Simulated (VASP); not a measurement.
## Cs: equation of state with PBE

Crystal: Cs.

```
Cs
1.0
     3.01901   -4.33813    0.00000
     3.01901    4.33813    0.00000
    -2.57494    0.00000    4.41389
Cs
1
Direct
  0.00000 0.00000 0.50000
```

This isn't the form of Cs at room conditions, which is bcc.

```json
{"Program": "VASP 6.6.1", "Task": "equation of state", "Functional": "PBE", "Potentials or basis": "VASP PAW PBE potentials, release 64 (Cs_sv)", "Cutoff": "520 eV", "k mesh": "6 × 6 × 6", "Occupations": "fermi-dirac, width 0.05 eV", "Spin": "no spin polarisation", "Further INCAR settings": "ALGO = Normal; EDIFF = 1e-07; NBANDS = 10"}
```

The equilibrium volume is 117.85 Å³/atom, the bulk modulus at fixed shape and positions is 1.9 GPa and the pressure derivative of the bulk modulus is 3.5.

Energy against volume, from the lowest point:
| volume (Å³/atom) | energy (meV/atom) |
| --- | --- |
| 108.679 | 4.83 |
| 110.992 | 2.62 |
| 113.304 | 1.11 |
| 115.616 | 0.26 |
| 117.929 | 0.00 |
| 120.241 | 0.28 |
| 122.553 | 1.06 |

All runs of the series together: 5.9 min on 1 thread of Intel(R) Xeon(R) Platinum 8488C (Sapphire Rapids) (shared host).

Caveat: the cell was scaled at fixed shape and fractional positions, which overstates the stiffness of a crystal with free parameters, most of all of layers and chains. Spin-orbit coupling is left out, which matters for the levels of Cs.
